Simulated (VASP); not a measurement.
# C in VASP: notebook

One slab, C, is run at these levels: r2SCAN; tasks: single point.

Everything below comes from runs of VASP 6.6.1. Logs are shortened: lines on timing, memory, paths and dates and some standing lists are left out, and cuts for length are marked.

### Step 1. The structure

The cell holds a slab with vacuum, 2 atoms: a = 2.456 Å, b = 2.456 Å, c = 8.524 Å, α = 90.00°, β = 90.00°, γ = 120.00°.

The slab is cut from a database's or a generator's crystal, which needn't be the stable form of the element.

### Step 2. Single point, r2SCAN

Input file INCAR:

```
SYSTEM = C
PREC     = Accurate       ! precision mode
ENCUT    = 400            ! plane-wave cutoff, eV
EDIFF    = 1E-7           ! SCF threshold, eV
ISMEAR   = 0              ! smearing method
SIGMA    = 0.01           ! smearing width, eV
LREAL    = .FALSE.        ! projectors in reciprocal space
LASPH    = .TRUE.         ! aspherical terms in the spheres
NELM     = 100            ! most SCF steps
ALGO     = Normal         ! electronic algorithm
ISIF     = 2              ! what is computed and relaxed
LWAVE    = .FALSE.        ! write WAVECAR
LCHARG   = .FALSE.        ! write CHGCAR
METAGGA  = R2SCAN         ! meta-GGA
LMIXTAU  = .TRUE.       
ADDGRID  = .FALSE.
```

Input file KPOINTS:

```
regular mesh
0
G
  7 7 2
  0 0 0
```

Input file POSCAR:

```
C
1.0
    2.4561701622      0.0000000000      0.0000000000
   -1.2280850811      2.1271057565      0.0000000000
    0.0000000000      0.0000000000      8.5238033600
C
2
Direct
    0.6666666667      0.3333333333      0.0000000000
    0.3333333333      0.6666666667      0.0000000000
```

Potentials or basis: VASP PAW PBE potentials, release 64 (C).

On the command line:

```bash
$ cat potpaw_PBE.64/C/POTCAR > POTCAR
$ mpirun -np 1 vasp_std > vasp.out
```

OUTCAR:

```text
SYSTEM = C
   PREC = Accurate
   ENCUT = 400
   EDIFF = 1E-7
   ISMEAR = 0
   LREAL = .FALSE.
   LASPH = .TRUE.
   NELM = 100
   ISIF = 2
   METAGGA = R2SCAN

 Found     16 irreducible k-points:

 Following reciprocal coordinates:
            Coordinates               Weight
  0.000000  0.000000  0.000000      1.000000
  0.142857  0.000000  0.000000      6.000000
  0.285714  0.000000  0.000000      6.000000
  0.428571 -0.000000  0.000000      6.000000
  0.142857  0.142857  0.000000      6.000000
  0.285714  0.142857  0.000000     12.000000
   k-points           NKPTS =     16   k-points in BZ     NKDIM =     16   number of bands    NBANDS=      8
   number of dos      NEDOS =    301   number of ions     NIONS =      2
   total plane-waves  NPLWV =  14336
   dimension x,y,z NGX =    16 NGY =   16 NGZ =   56
   dimension x,y,z NGXF=    32 NGYF=   32 NGZF=  112
   ions per type =               2
   NGX,Y,Z   is equivalent  to a cutoff of  10.83, 10.83, 10.92 a.u.
   NGXF,Y,Z  is equivalent  to a cutoff of  21.66, 21.66, 21.84 a.u.
 SYSTEM =  C
   PREC   = accura    normal or accurate (medium, high low for compatibility)
   ISTART =      0    job   : 0-new  1-cont  2-samecut
   ICHARG =      2    charge: 1-file 2-atom 10-const
   ISPIN  =      1    spin polarized calculation?
   LNONCOLLINEAR =      F non collinear calculations
   LSORBIT =      F    spin-orbit coupling
   LASPH  =      T    aspherical Exc in radial PAW
   ENCUT  =  400.0 eV  29.40 Ry    5.42 a.u.   4.01  4.01 13.90*2*pi/ulx,y,z
   NELM   =    100;   NELMIN=  2; NELMDL= -5     # of ELM steps
   EDIFF  = 0.1E-06   stopping-criterion for ELM
   LREAL  =      F    real-space projection
   EDIFFG = 0.1E-05   stopping-criterion for IOM
   NSW    =      0    number of steps for IOM
   IBRION =     -1    ionic relax: 0-MD 1-quasi-New 2-CG
   NFREE  =      0    steps in history (QN), initial steepest desc. (CG)
   ISIF   =      2    stress and relaxation
   ISYM   =      2    0-nonsym 1-usesym 2-fastsym
   POTIM  = 0.5000    time-step for ionic-motion
   TEBEG  =    0.0;   TEEND  =   0.0 temperature during run
   PSTRESS=    0.0 pullay stress
   NELECT =       8.0000    total number of electrons
   NUPDOWN=      -1.0000    fix difference up-down
   EMIN   =  10.00;   EMAX   =-10.00  energy-range for DOS
   EFERMI =   0.00;   METHOD = LEGACY
   ISMEAR =     0;   SIGMA  =   0.01  broadening in eV -4-tet -1-fermi 0-gaus
   EFERMI_NEDOS =   21; number of points for ismear=-14 and -15
   IALGO  =     38    algorithm
   IMIX   =      4    mixing-type and parameters
     AMIX     =   0.40;   BMIX     =  1.00
     AMIX_MAG =   1.60;   BMIX_MAG =  1.00
  volume/ion in A,a.u.               =      22.27       150.26
  Fermi-wavevector in a.u.,A,eV,Ry     =   0.923729  1.745594 11.609511  0.853275
  Thomas-Fermi vector in A             =   2.049397
   LORBIT       =      0    0 simple, 1 ext, 2 COOP (PROOUT), +10 PAW based schemes
   METAGGA = R2SCAN    functional components
   LHFCALC =     F    Hartree Fock is set to
   AEXX    =    0.0000 exact exchange contribution
   IVDW    =     0    specifies the selected vdW correction
   LEPSILON=     F    determine dielectric tensor
   LRPA    =     F    only Hartree local field effects (RPA)
 non-spin polarized calculation
 Gauss-broadening in eV      SIGMA  =   0.01
  energy-cutoff  :      400.00
  volume of cell :       44.53
 maximum number of plane-waves:       828
   NGX =  9   NGY =  9   NGZ = 27

 number of electron       8.0000002 magnetization

 Free energy of the ion-electron system (eV)
  ---------------------------------------------------
  ext. energy  EPLUGINS =         0.00000000
  ---------------------------------------------------
  free energy    TOTEN  =       -19.87833914 eV

  energy without entropy =      -19.87833914  energy(sigma->0) =      -19.87833914

 E-fermi :  -2.2376     XC(G=0):  -5.0620

 val. band max:       -2.3381393052   @ k =   0.2857   0.2857   0.0000
 cond. band min:       0.8930076929   @ k =   0.2857   0.2857   0.5000
 fundamental gap:      3.2311469981
 Fermi energy:        -2.2375823467

 k-point     1 :       0.0000    0.0000    0.0000
  band No.  band energies     occupation
      1     -21.5948      2.00000
      2      -8.8682      2.00000
      3      -3.9545      2.00000
      4      -3.9545      2.00000
      5       2.6621      0.00000
      6       5.1062      0.00000
      7       6.5998      0.00000
      8       8.0201      0.00000

 k-point     2 :       0.1429    0.0000    0.0000
  band No.  band energies     occupation
      1     -21.0828      2.00000
      2      -8.2581      2.00000
      3      -5.8524      2.00000
      4      -4.9044      2.00000
      5       3.3312      0.00000
      6       5.7586      0.00000
      7       7.2256      0.00000
      8       8.1286      0.00000

 k-point     3 :       0.2857    0.0000    0.0000
  band No.  band energies     occupation
      1     -19.5652      2.00000
      2      -9.6946      2.00000
      3      -6.4848      2.00000
      4      -6.4770      2.00000
      5       5.3349      0.00000
      6       6.0272      0.00000
      7       7.5701      0.00000
      8       7.7612      0.00000

 k-point     4 :       0.4286   -0.0000    0.0000
  band No.  band energies     occupation
      1     -17.1396      2.00000
      2     -13.5688      2.00000
      3      -7.4464      2.00000
      4      -3.9586      2.00000
      5       1.9988      0.00000
      6       7.0969      0.00000
      7       8.6779      0.00000
      8      10.9002      0.00000

 k-point     5 :       0.1429    0.1429    0.0000
  band No.  band energies     occupation
      1     -20.0679      2.00000
      2      -8.1154      2.00000
      3      -7.0622      2.00000
      4      -6.7799      2.00000
      5       4.6702      0.00000
      6       7.0461      0.00000
      7       7.3651      0.00000
      8       8.5133      0.00000

 k-point     6 :       0.2857    0.1429    0.0000
  band No.  band energies     occupation
      1     -18.0860      2.00000
      2     -11.5226      2.00000
      3      -8.5110      2.00000
      4      -4.8176      2.00000
      5       3.5925      0.00000
      6       7.3351      0.00000
      7       9.3848      0.00000
      8       9.5195      0.00000

 [... further k-points ...]

------------------------ aborting loop because EDIFF is reached ----------------------------------------

  FORCE on cell =-STRESS in cart. coord.  units (eV):
  Direction    XX          YY          ZZ          XY          YZ          ZX
  --------------------------------------------------------------------------------------
  -------------------------------------------------------------------------------------
  Total       -0.1054466     -0.1054466     -0.2362126      0.0000000      0.0000000      0.0000000
  in kB       -3.7936949     -3.7936949     -8.4983130      0.0000000      0.0000000      0.0000000
  external PRESSURE =      -5.3619009 kB  Pullay stress =       0.0000000 kB

 VOLUME and BASIS-vectors are now :
 -----------------------------------------------------------------------------
  energy-cutoff  :      400.00
  volume of cell :       44.53
      direct lattice vectors                 reciprocal lattice vectors
     2.456170162  0.000000000  0.000000000     0.407137916  0.235061185  0.000000000
    -1.228085081  2.127105756  0.000000000     0.000000000  0.470122370  0.000000000
     0.000000000  0.000000000  8.523803360     0.000000000  0.000000000  0.117318521

 POSITION                                       TOTAL-FORCE (eV/Angst)
 -----------------------------------------------------------------------------------
      1.22809      0.70904      0.00000        -0.000000      0.000000      0.000000
     -0.00000      1.41807      0.00000         0.000000     -0.000000     -0.000000
 -----------------------------------------------------------------------------------
    total drift:                               -0.000000      0.000000     -0.000000

  FREE ENERGIE OF THE ION-ELECTRON SYSTEM (eV)
  ---------------------------------------------------
  free  energy   TOTEN  =       -19.8783391400 eV

  energy  without entropy=      -19.8783391400  energy(sigma->0) =      -19.87833914
```

Run time: 11 s. Hardware: 1 thread of Intel Xeon 6975P-C (Granite Rapids), shared host; peak memory 0.13 GiB.

The run converged, but some of its settings lie outside the range that counts as converged, so its numbers aren't taken as properties of the slab.

What came out:

| Property | Result |
| --- | --- |
| Free energy | -19.8783 eV |
| Band gap on the k mesh | 3.23 eV, direct |

Caveat: the k mesh is coarse (spacing up to 0.42 Å⁻¹), so the values aren't converged; the cutoff is under 1.25 times the usual one of these potentials, so pressure, stress and relaxed cells hold a basis-set (Pulay) error; the PAW data sets were made with another functional, which shifts forces and pressure a little.

### Step 3. Single point, r2SCAN

INCAR: that of step 2 with these lines changed.

```diff
@@ -1,3 +1,3 @@
 SYSTEM = C
-PREC     = Accurate       ! precision mode
+PREC     = Normal         ! precision mode
 ENCUT    = 400            ! plane-wave cutoff, eV
@@ -5,3 +5,3 @@
 ISMEAR   = 0              ! smearing method
-SIGMA    = 0.01           ! smearing width, eV
+SIGMA    = 0.05           ! smearing width, eV
 LREAL    = .FALSE.        ! projectors in reciprocal space
```

KPOINTS is that of step 2.

POSCAR is that of step 2.

Potentials or basis: VASP PAW PBE potentials, release 64 (C).

On the command line:

```bash
$ cat potpaw_PBE.64/C/POTCAR > POTCAR
$ mpirun -np 1 vasp_std > vasp.out
```

Run time: 20 s. Hardware: 1 thread of Intel Xeon 6975P-C (Granite Rapids), shared host; peak memory 0.12 GiB.

These settings aren't checked as converged: the numbers below hold their error.

What came out:

* Free energy: -19.8795 eV
* Band gap on the k mesh: 3.23 eV, direct

Caveat: the k mesh is coarse (spacing up to 0.42 Å⁻¹), so the values aren't converged; the cutoff is under 1.25 times the usual one of these potentials, so pressure, stress and relaxed cells hold a basis-set (Pulay) error; the PAW data sets were made with another functional, which shifts forces and pressure a little.

### Step 4. Single point, r2SCAN

INCAR: that of step 3 with these lines changed.

```diff
@@ -1,3 +1,3 @@
 SYSTEM = C
-PREC     = Normal         ! precision mode
+PREC     = Accurate       ! precision mode
 ENCUT    = 400            ! plane-wave cutoff, eV
@@ -6,3 +6,3 @@
 SIGMA    = 0.05           ! smearing width, eV
-LREAL    = .FALSE.        ! projectors in reciprocal space
+LREAL    = Auto         
 LASPH    = .TRUE.         ! aspherical terms in the spheres
```

KPOINTS is that of step 3.

POSCAR is that of step 3.

On the command line:

```bash
$ cat potpaw_PBE.64/C/POTCAR > POTCAR
$ mpirun -np 1 vasp_std > vasp.out
```

Run time: 12 s. Hardware: 1 thread of Intel Xeon 6975P-C (Granite Rapids), shared host; peak memory 0.13 GiB.

These settings aren't checked as converged: the numbers below hold their error.

What came out:

```yaml
Free_energy: -19.8784 eV
Band_gap_on_the_k_mesh: 3.23 eV, direct
```

Caveat: the k mesh is coarse (spacing up to 0.42 Å⁻¹), so the values aren't converged; the cutoff is under 1.25 times the usual one of these potentials, so pressure, stress and relaxed cells hold a basis-set (Pulay) error; the PAW data sets were made with another functional, which shifts forces and pressure a little.

### Step 5. Single point, r2SCAN

INCAR: that of step 4 with these lines changed.

```diff
@@ -3,6 +3,6 @@
 ENCUT    = 400            ! plane-wave cutoff, eV
-EDIFF    = 1E-7           ! SCF threshold, eV
+EDIFF    = 0.01           ! SCF threshold, eV
 ISMEAR   = 0              ! smearing method
 SIGMA    = 0.05           ! smearing width, eV
-LREAL    = Auto         
+LREAL    = .FALSE.        ! projectors in reciprocal space
 LASPH    = .TRUE.         ! aspherical terms in the spheres
```

KPOINTS is that of step 4.

POSCAR is that of step 4.

On the command line:

```bash
$ cat potpaw_PBE.64/C/POTCAR > POTCAR
$ mpirun -np 1 vasp_std > vasp.out
```

Run time: 7 s. Hardware: 1 thread of Intel Xeon 6975P-C (Granite Rapids), shared host; peak memory 0.13 GiB.

These settings aren't checked as converged: the numbers below hold their error.

Results:

```
Free energy            : -19.8780 eV
Band gap on the k mesh : 3.23 eV, direct
```

Caveat: the k mesh is coarse (spacing up to 0.42 Å⁻¹), so the values aren't converged; the cutoff is under 1.25 times the usual one of these potentials, so pressure, stress and relaxed cells hold a basis-set (Pulay) error; the PAW data sets were made with another functional, which shifts forces and pressure a little.

### Step 6. The reference run

An earlier run on the cell as given: functional PBE; potentials or basis VASP PAW PBE potentials, release 64 (C); cutoff 520 eV; k mesh 12 × 12 × 3; occupations fermi-dirac, width 0.05 eV; no spin polarisation.

- Band gap on the k mesh: none (metal or under the smearing width)
